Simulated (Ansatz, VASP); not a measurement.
# One calculation of HfO2, two programs

POSCAR

```
HfO2
1.0
    0.0000000000      2.4027029384      2.5291609878
    2.4027029384      0.0000000000      2.5291609878
    2.4027029384      2.4027029384      0.0000000000
Hf O
1 2
Direct
    0.0000000000      0.0000000000      0.0000000000
    0.2500000000      0.2500000000      0.2500000000
    0.7500000000      0.7500000000      0.7500000000
```

The input INCAR.step1:

```
  PREC = Accurate
  ENCUT = 520
  ISMEAR = 0
  SIGMA = 0.05
  LREAL = F
  LASPH = T
  NELM = 80
  NBANDS = 18
  GGA = PE
  ALGO = Normal
  EDIFF = 1E-4
  LWAVE = T
  LCHARG = F
```

Contents of INCAR.step2:

```
  PREC = Accurate
  ENCUT = 520
  EDIFF = 1E-6
  ISMEAR = 0
  SIGMA = 0.05
  LREAL = F
  LASPH = T
  NELM = 80
  ALGO = Normal
  ISIF = 2
  LWAVE = F
  LCHARG = F
  METAGGA = R2SCAN
  LMIXTAU = T
  NBANDS = 18
  ISTART = 1
```

File KPOINTS:

```
Automatic mesh
0
Gamma
  8 8 8
```

Input for Ansatz:

```yaml
crystal:
  lattice:
    - [0.0, 2.4027029384, 2.5291609878]
    - [2.4027029384, 0.0, 2.5291609878]
    - [2.4027029384, 2.4027029384, 0.0]
  atoms:
    - { symbol: Hf, position: [0.0, 0.0, 0.0] }
    - { symbol: O, position: [0.25, 0.25, 0.25] }
    - { symbol: O, position: [0.75, 0.75, 0.75] }
basis:
  ecutwfc: 500
kpoints:
  mp_grid: { grid: [8, 8, 8] }
hamiltonian:
  xc: r2scan
scf:
  occupations: { method: gaussian, width: 0.05 }
output:
  forces: true
  stress: true
  eigenvalues: true
```

Change from the starting cell: strain -0.050 along x and y, +0.000 along z, atoms carried along.

Alike in both runs: task single point; functional r2SCAN; k mesh 8 × 8 × 8; occupations gaussian, width 0.05 eV; no spin polarisation.

|  | VASP | Ansatz |
| --- | --- | --- |
| version | VASP 6.6.1 | Ansatz 0.2.0 |
| potentials or method | VASP PAW PBE potentials, release 64 (Hf_pv, O) | scalar-relativistic, plane waves, PAW |
| plane-wave cutoff (eV) | 520 | 500 |
| valence electrons in the cell | 22 | 38 |

Ansatz gave:

| Quantity | Value |
| --- | --- |
| gap on the k mesh at the Fermi level (eV) | 3.94 |
| least direct gap on the mesh (eV) | 4.20 |
| pressure (GPa) | 34.5 |
| largest component of the traceless stress (GPa) | 19.21 |

Problem. Which values does VASP return?

Solution. gap on the k mesh at the Fermi level (eV): 3.98; least direct gap on the mesh (eV): 4.24; pressure (GPa): 29.6; largest component of the traceless stress (GPa): 19.61.

The two sets of potentials don't hold the same shells in valence.

Caveats: so large a pressure means that the cell lies far from this level's equilibrium, or that cutoff or potentials fall short (VASP); the potentials were made for another functional, which shifts forces and pressure (VASP); spin-orbit coupling is left out, which moves the levels of the heavy elements. A k mesh can miss the band edges.
